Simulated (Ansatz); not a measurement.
**ZnSe (F-43m), stationary points along a deformation path**

Method: DFT r2SCAN, scalar-relativistic, plane waves, PAW in Ansatz. Settings: plane waves to 500 eV, k-mesh 10×10×10 (Γ-centred), Gaussian smearing 0.05 eV. No spin polarisation. Energies are free energies at this smearing, counted from the undisturbed cell; pressure is positive in compression.

The starting cell (as given, not relaxed at this level; it stands at -0.1 GPa):

```xyz
2
Lattice="0.0000 2.8338 2.8338 2.8338 0.0000 2.8338 2.8338 2.8338 0.0000" Properties=species:S:1:pos:R:3 pbc="T T T"
Zn    0.0000    0.0000    0.0000
Se    4.2507    4.2507    4.2507
```

At fixed volume and fractional coordinates, lengths along (0.000, 0.000, 1.000) are scaled against those across it; ρ is that ratio over its starting value. V = 22.757 Å³/atom. Δσ is the stress along the axis less the mean stress across it (compression positive).

| ρ | ΔE (meV/atom) | Δσ (GPa) | space group |
| --- | --- | --- | --- |
| 0.650 | 208.0 | 9.39 | I-4m2 |
| 0.707 | 141.2 | 7.50 | I-4m2 |
| 0.780 | 79.4 | 5.84 | I-4m2 |
| 0.850 | 37.6 | 4.39 | I-4m2 |
| 0.920 | 11.0 | 2.63 | I-4m2 |
| 0.960 | 2.8 | 1.40 | I-4m2 |
| 1.000 | 0.0 | 0.00 | F-43m |
| 1.050 | 4.5 | -2.01 | I-4m2 |
| 1.100 | 18.2 | -4.27 | I-4m2 |
| 1.200 | 74.0 | -9.50 | I-4m2 |
| 1.300 | 167.9 | -15.44 | I-4m2 |
| 1.414 | 319.0 | -22.65 | I-4m2 |
| 1.500 | 460.1 | -27.89 | I-4m2 |

Task: How does the stress give the slope of the energy, and where is the energy stationary?

Result: Along the path d ln(length) is 2/3 d ln ρ on the axis and −1/3 d ln ρ across it, so dE/d ln ρ = −(2/3) V Δσ: the energy falls with ρ where Δσ is positive. Δσ vanishes or changes sign at ρ = 1.000 (F-43m), a minimum at 0.0 meV/atom. Pairs of stationary points between two samples would go unseen, and could change a minimum read from distant neighbours into a maximum. At ρ = 1.000 the cell is cubic, where symmetry alone makes the stress isotropic and the slope zero.

Task: Which shear constant sets the curvature at ρ = 1?

Result: For a cubic crystal E/V = (2/3) C (ln ρ)² with C = C′ = (C11 − C12)/2, so Δσ = −2C ln ρ. The parabola of Δσ against ln ρ through ρ = 0.960, 1 and 1.050 gives C ≈ 18.7 GPa with the ions clamped, rough because the steps are large.

Task: Integrate that slope from ρ = 1 to 1.200 by the trapezoid rule.

Result: With V/N in Å³ and 1 eV/Å³ = 160.2 GPa the slopes at ρ = 1.000, 1.050, 1.100, 1.200 are 0, 190, 405, 899 meV/atom per unit of ln ρ. The steps add 4.6 + 13.8 + 56.7 = 75.2 meV/atom, against 74.0 from the energies; the trapezoid rule misses the curvature of the slope within each step.

The gap closes along the scan, which can put kinks into the curve.